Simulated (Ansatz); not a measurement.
# InP: the cost of one run

Method: DFT PBE, scalar-relativistic, plane waves, PAW, in Ansatz 0.2.0.

2 further runs of the same task are left out: 2 set aside as unsound or not needed.

## Step 1: Starting point

Symmetry: F-43m, No. 216, cubic system. Conventional cell: a = 5.960 Å, b = 5.960 Å, c = 5.960 Å, α = 90.00°, β = 90.00°, γ = 90.00°. In (site symmetry -43m) is surrounded by 4 P at 2.58 Å. P (site symmetry -43m) is surrounded by 4 In at 2.58 Å.

As a file:

```cif
data_structure
_symmetry_space_group_name_H-M 'F-43m'
_symmetry_Int_Tables_number 216
_cell_length_a 5.9598
_cell_length_b 5.9598
_cell_length_c 5.9598
_cell_angle_alpha 90.000
_cell_angle_beta 90.000
_cell_angle_gamma 90.000
_cell_volume 211.69
loop_
_atom_site_label
_atom_site_type_symbol
_atom_site_symmetry_multiplicity
_atom_site_Wyckoff_symbol
_atom_site_fract_x
_atom_site_fract_y
_atom_site_fract_z
_atom_site_occupancy
In1 In 4 a 0.00000 0.00000 0.00000 1
P1 P 4 d 0.25000 0.25000 0.75000 1
```

It goes back to an entry of the Materials Project.

It is the result of an earlier relaxation at this level (volume 26.46 Å³/atom; gap on the mesh: 0.44 eV).

The host's static dielectric tensor, from an earlier linear-response run, has a mean of 15.08.

## Step 2: Reference: the perfect crystal in the supercell

Contents of input.yaml:

```yaml
crystal:
  lattice:
    - [0.0, 8.9396820434, -8.9396820434]
    - [8.9396820434, 8.9396820434, 0.0]
    - [8.9396820434, 0.0, -8.9396820434]
  atoms:
    - { symbol: In, position: [0.6666666667, 0.3333333333, 0.3333333333] }
    - { symbol: In, position: [0.6666666667, 0.6666666667, 0.3333333333] }
    - { symbol: In, position: [0.6666666667, 1.0, 0.3333333333] }
    - { symbol: In, position: [0.3333333333, 0.3333333333, 0.3333333333] }
    - { symbol: In, position: [0.3333333333, 0.6666666667, 0.3333333333] }
    - { symbol: In, position: [0.3333333333, 0.0, 0.3333333333] }
    - { symbol: In, position: [1.0, 0.3333333333, 0.3333333333] }
    - { symbol: In, position: [1.0, 0.6666666667, 0.3333333333] }
    - { symbol: In, position: [1.0, 0.0, 0.3333333333] }
    - { symbol: In, position: [0.6666666667, 0.3333333333, 0.0] }
    - { symbol: In, position: [0.6666666667, 0.6666666667, 0.0] }
    - { symbol: In, position: [0.6666666667, 0.0, 0.0] }
    - { symbol: In, position: [0.3333333333, 0.3333333333, 0.0] }
    - { symbol: In, position: [0.3333333333, 0.6666666667, 0.0] }
    - { symbol: In, position: [0.3333333333, 0.0, 0.0] }
    - { symbol: In, position: [1.0, 0.3333333333, 0.0] }
    - { symbol: In, position: [1.0, 0.6666666667, 0.0] }
    - { symbol: In, position: [1.0, 0.0, 0.0] }
    - { symbol: In, position: [0.6666666667, 0.3333333333, 0.6666666667] }
    - { symbol: In, position: [0.6666666667, 0.6666666667, 0.6666666667] }
    - { symbol: In, position: [0.6666666667, 0.0, 0.6666666667] }
    - { symbol: In, position: [0.3333333333, 0.3333333333, 0.6666666667] }
    - { symbol: In, position: [0.3333333333, 0.6666666667, 0.6666666667] }
    - { symbol: In, position: [0.3333333333, 0.0, 0.6666666667] }
    - { symbol: In, position: [1.0, 0.3333333333, 0.6666666667] }
    - { symbol: In, position: [1.0, 0.6666666667, 0.6666666667] }
    - { symbol: In, position: [1.0, 0.0, 0.6666666667] }
    - { symbol: P, position: [0.5833333333, 0.25, 0.5833333333] }
    - { symbol: P, position: [0.5833333333, 0.5833333333, 0.5833333333] }
    - { symbol: P, position: [0.5833333333, 0.9166666667, 0.5833333333] }
    - { symbol: P, position: [0.25, 0.25, 0.5833333333] }
    - { symbol: P, position: [0.25, 0.5833333333, 0.5833333333] }
    - { symbol: P, position: [0.25, 0.9166666667, 0.5833333333] }
    - { symbol: P, position: [0.9166666667, 0.25, 0.5833333333] }
    - { symbol: P, position: [0.9166666667, 0.5833333333, 0.5833333333] }
    - { symbol: P, position: [0.9166666667, 0.9166666667, 0.5833333333] }
    - { symbol: P, position: [0.5833333333, 0.25, 0.25] }
    - { symbol: P, position: [0.5833333333, 0.5833333333, 0.25] }
    - { symbol: P, position: [0.5833333333, 0.9166666667, 0.25] }
    - { symbol: P, position: [0.25, 0.25, 0.25] }
    - { symbol: P, position: [0.25, 0.5833333333, 0.25] }
    - { symbol: P, position: [0.25, 0.9166666667, 0.25] }
    - { symbol: P, position: [0.9166666667, 0.25, 0.25] }
    - { symbol: P, position: [0.9166666667, 0.5833333333, 0.25] }
    - { symbol: P, position: [0.9166666667, 0.9166666667, 0.25] }
    - { symbol: P, position: [0.5833333333, 0.25, 0.9166666667] }
    - { symbol: P, position: [0.5833333333, 0.5833333333, 0.9166666667] }
    - { symbol: P, position: [0.5833333333, 0.9166666667, 0.9166666667] }
    - { symbol: P, position: [0.25, 0.25, 0.9166666667] }
    - { symbol: P, position: [0.25, 0.5833333333, 0.9166666667] }
    - { symbol: P, position: [0.25, 0.9166666667, 0.9166666667] }
    - { symbol: P, position: [0.9166666667, 0.25, 0.9166666667] }
    - { symbol: P, position: [0.9166666667, 0.5833333333, 0.9166666667] }
    - { symbol: P, position: [0.9166666667, 0.9166666667, 0.9166666667] }
basis:
  ecutwfc: 420
  xc_grid: 2
kpoints:
  mp_grid: { grid: [1, 1, 1], shift: [0.0, 0.0, 0.0] }
hamiltonian:
  xc: pbe
scf:
  occupations: { method: gaussian, width: 0.02 }
output:
  forces: true
  stress: true
  eigenvalues: true
```

Launch:

```sh
ansatz run input.yaml --threads 4 --pin off --max-ram 8192MiB --backend cpu --events-out ev --progress --plain --runs-dir out
```

**Question.** How long does this run take on 4 threads of Arm Neoverse V1, shared host, and how much memory does it need?

About 9.8 s, with a peak of 1.6 GiB.
